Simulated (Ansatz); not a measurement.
Crystal: PtSe2 (Sudovikovite).

```
CELL_PARAMETERS angstrom
3.72400 0.00000 0.00000
-1.86200 3.22508 0.00000
0.00000 0.00000 5.06200
ATOMIC_POSITIONS crystal
Pt 0.00000 0.00000 0.00000
Se 0.66667 0.33333 0.75000
Se 0.33333 0.66667 0.25000
```

| Quantity | Value |
| --- | --- |
| Program | Ansatz 0.2.0 |
| Task | relaxation of cell and atoms |
| Functional | m-r2SCAN |
| Potentials or basis | Ansatz PAW |
| Cutoff | 500 eV (not typed: the program's choice for these potentials) |
| k mesh | 8 × 8 × 5 |
| Occupations | fermi-dirac, width 0.05 eV |
| Spin | no spin polarisation |

At the start: volume 20.27 Å³/atom.

Q: Where does the relaxation end?

A: It ends after 9 steps and the volume is 23.21 Å³/atom (+14.6 %); space group P-3m1 (No. 164, to 0.05 Å).

The path:
```
step  energy change (eV)  largest force (eV/Å)  volume (Å³)
   1              0.0000                0.3731        60.80
   2             -0.0360                0.1341        66.21
   3             -0.0538                0.1188        65.40
   4             -0.0628                0.0228        66.17
   5             -0.0673                0.0690        67.63
   6             -0.0694                0.0280        68.90
   7             -0.0697                0.0114        69.56
   8             -0.0697                0.0000        69.64
   9             -0.0716                0.0000        69.64
```

Final structure:
```
Pt Se
1.0
     3.71752    0.00000    0.00000
    -1.85876    3.21947    0.00000
     0.00000    0.00000    5.81898
Pt Se
1 2
Direct
  0.00000 0.00000 0.00000
  0.66667 0.33333 0.77469
  0.33333 0.66667 0.22531
```

Caveat: the plane-wave basis is chosen anew once the cell has moved, so the energies of steps on either side of that aren't comparable; the volume moved by +15 % from the deposited cell, more than functionals usually miss; the PAW data sets come from PBE, with cores solved anew for the run's functional, which leaves a small shift of forces and pressure.
